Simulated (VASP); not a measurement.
# Se under changes of volume

One of the cells (22.645 Å³/atom); the others are scaled copies at fixed shape and fractional positions:

```
Se
1.0
     2.82918    0.00000    0.00000
     0.00000    2.82918    0.00000
     0.00000    0.00000    2.82918
Se
1
Direct
  0.00000 0.00000 0.00000
```

This isn't the form of Se at room conditions, which is trigonal, of chains.

```yaml
Program: VASP 6.6.1
Functional: PBE
Potentials_or_basis: VASP PAW PBE potentials, release 64 (Se)
Cutoff: 520 eV
k_mesh: 9 × 9 × 9
Occupations: fermi-dirac, width 0.05 eV
Spin: no spin polarisation
```

```tsv
volume (Å³/atom)	energy over the lowest point (meV/atom)	pressure (GPa)
20.869	42.05	7.5
21.313	24.20	5.5
21.757	11.58	3.7
22.645	0.00	0.6
23.089	0.22	-0.8
23.533	?	?
```

What does the run at 23.533 Å³/atom give?

Energy over the lowest point 3.96 meV/atom; pressure -2.0 GPa.

Worked out: A Birch-Murnaghan fit of order 3 (a polynomial in V^(-2/3)) to the other rows has its minimum at 22.84 Å³/atom with B0 = V·E''(V) = 69 GPa and B' = 4.1. It gives 3.94 meV/atom at 23.533 Å³/atom, against the run's 3.96, and -dE/dV = -1.9 GPa, against -2.0.

Energies are extrapolated to zero smearing.
